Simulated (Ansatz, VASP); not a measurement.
## One calculation of H, two programs

```xyz
4
Lattice="2.6106 -2.5490 0.0171 2.5612 2.4985 0.0231 0.0317 0.0048 4.1122" Properties=species:S:1:pos:R:3 pbc="T T T"
H     2.5602   -2.4315    0.2489
H     2.6638    0.2736    1.6709
H     2.5524   -0.2592    2.0451
H     2.6363    2.1444    3.7722
```

Change from the starting cell: kmesh displaced: [1, 1, 1] Gamma-centred.

Alike in both runs: task single point; functional PBE; k mesh 1 × 1 × 1; occupations gaussian, width 0.02 eV; no spin polarisation.

|  | VASP | Ansatz |
| --- | --- | --- |
| version | VASP 6.6.1 | Ansatz 0.2.0 |
| potentials or method | VASP PAW PBE potentials, release 64 (H) | scalar-relativistic, plane waves, PAW |
| plane-wave cutoff (eV) | 520 | 420 |
| valence electrons in the cell | 4 | 4 |

|  | VASP | Ansatz | Ansatz less VASP |
| --- | --- | --- | --- |
| gap on the k mesh at the Fermi level (eV) | 11.87 | 11.87 | 0.000 |
| least direct gap on the mesh (eV) | 11.87 | 11.87 | 0.000 |
| pressure (GPa) | -1.5 | -1.3 | +0.18 |
| largest component of the traceless stress (GPa) | 5.31 | 5.32 | +0.007 |
| rms of the force components (eV/Å) | 1.899 | 1.892 | -0.0072 |

Atom by atom the forces differ by 0.008 eV/Å (rms over components). The functional is the same, so the differences come from potentials, cutoffs and numerics.

Caveats: the k mesh is coarse (spacing up to 1.76 Å⁻¹), so the values aren't converged; an odd mesh through Γ misses points on the zone boundary, where band edges often lie; forces of over 1 eV/Å show positions far from the minimum, so gaps and moduli don't describe the material at rest.
